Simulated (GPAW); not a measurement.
Au:

```xyz
1
Lattice="2.7484 0.0000 0.0000 0.0000 2.7484 0.0000 0.0000 0.0000 2.7484" Properties=species:S:1:pos:R:3 pbc="T T T"
Au    1.3742    1.3742    1.3742
```

The cell was built by a generator and needn't be a form met in nature.

| Item | Value |
| --- | --- |
| Program | GPAW 26.7.0 |
| Task | relaxation of cell and atoms |
| Functional | PBEsol |
| Dispersion | D3 |
| Potentials or basis | PAW data sets generated in the run's folder for this functional |
| Cutoff | 600 eV |
| Basis | pw |
| k mesh | 10 × 10 × 10 |
| Occupations | fermi-dirac, width 0.05 eV |
| Spin | no spin polarisation |

At the start: pressure -9.7 GPa; volume 20.76 Å³/atom.

**Question.** Where does the relaxation end?

**Answer.** Over 4 steps the energy falls by 52.6 meV/atom and the volume is 19.16 Å³/atom (-7.7 %); space group Pm-3m (No. 221, to 0.05 Å).

The path:
| step | energy change (eV) | largest force (eV/Å) | pressure (GPa) | volume (Å³) |
| --- | --- | --- | --- | --- |
| 1 | 0.0000 | 0.0000 | -9.68 | 20.76 |
| 2 | -0.0463 | 0.0000 | -3.79 | 19.67 |
| 3 | -0.0523 | 0.0000 | 0.81 | 19.06 |
| 4 | -0.0526 | 0.0000 | -0.06 | 19.16 |

Final structure:
```cif
data_structure
_symmetry_space_group_name_H-M 'P 1'
_symmetry_Int_Tables_number 1
_cell_length_a 2.6760
_cell_length_b 2.6760
_cell_length_c 2.6760
_cell_angle_alpha 90.000
_cell_angle_beta 90.000
_cell_angle_gamma 90.000
_cell_volume 19.16
loop_
_atom_site_label
_atom_site_type_symbol
_atom_site_fract_x
_atom_site_fract_y
_atom_site_fract_z
_atom_site_occupancy
Au1 Au 0.50000 0.50000 0.50000 1
```

Caveat: with this Au data set, volumes or pressures lay over 1.5 % or 2 GPa off other programs in two to four cells of ten; later steps reuse the first step's grids; pairwise dispersion overbinds metals, which lowers pressure and volume.
